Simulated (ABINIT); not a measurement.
The system is MoS2.

```
Mo S
1.0
     1.58000    0.91221    6.15000
    -1.58000    0.91221    6.15000
     0.00000   -1.82443    6.15000
Mo S
1 2
Direct
  0.00000 0.00000 0.00000
  0.41700 0.41700 0.41700
  0.25000 0.25000 0.25000
```

Measurements of this composition are mostly on another form, of space group No. 194.

Base run:

| Item | Value |
| --- | --- |
| Program | ABINIT 10.8.3 (patched build) |
| Functional | WC |
| Potentials or basis | PseudoDojo NC SR PBEsol v0.4 stringent |
| Cutoff | 980 eV |
| k mesh | 8 × 8 × 8 |
| Occupations | fermi-dirac, width 0.05 eV |
| Spin | no spin polarisation |

Its results: band gap on the k mesh 0.99 eV, indirect (least direct gap 2.02 eV); pressure 1.1 GPa; largest force 0.357 eV/Å.

The run is repeated on the same cell with these changes: functional from WC to RPBE; potentials or basis from PseudoDojo NC SR PBEsol v0.4 stringent to SPMS NC PBE v1.0; cutoff from 980 eV to 599 eV. What comes out?

Band gap on the k mesh 1.07 eV, indirect (least direct gap 2.02 eV); pressure 7.7 GPa; largest force 0.560 eV/Å.

Caveats: the potentials were made for another functional, which shifts forces and pressure.

A k mesh can miss the band edges.
